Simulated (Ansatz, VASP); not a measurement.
**One calculation of C, two programs**

```
C
1.0
     2.60510    0.00000    0.00000
    -1.30255    2.25608    0.00000
     0.00000    0.00000    2.80003
C
3
Cartesian
  -0.6513 1.1280 0.9333
  0.6513 1.1280 1.8667
  1.3025 0.0000 0.0000
```

Alike in both runs: functional PBE; k mesh 12 × 12 × 6; occupations gaussian, width 0.1 eV; no spin polarisation.

Ansatz relaxed the structure, and its values are those at the end. VASP's run is a single point on that final structure, the one shown.

|  | VASP | Ansatz |
| --- | --- | --- |
| version | VASP 6.6.1 | Ansatz 0.2.0 |
| potentials or method | VASP PAW PBE potentials, release 64 (C) | scalar-relativistic, plane waves, PAW |
| plane-wave cutoff (eV) | 520 | 420 |
| valence electrons in the cell | 12 | 12 |

```tsv
	VASP	Ansatz	Ansatz less VASP
gap on the k mesh at the Fermi level (eV)	1.92	1.94	+0.015
least direct gap on the mesh (eV)	4.92	4.93	+0.003
pressure (GPa)	0.7	0.1	-0.51
```
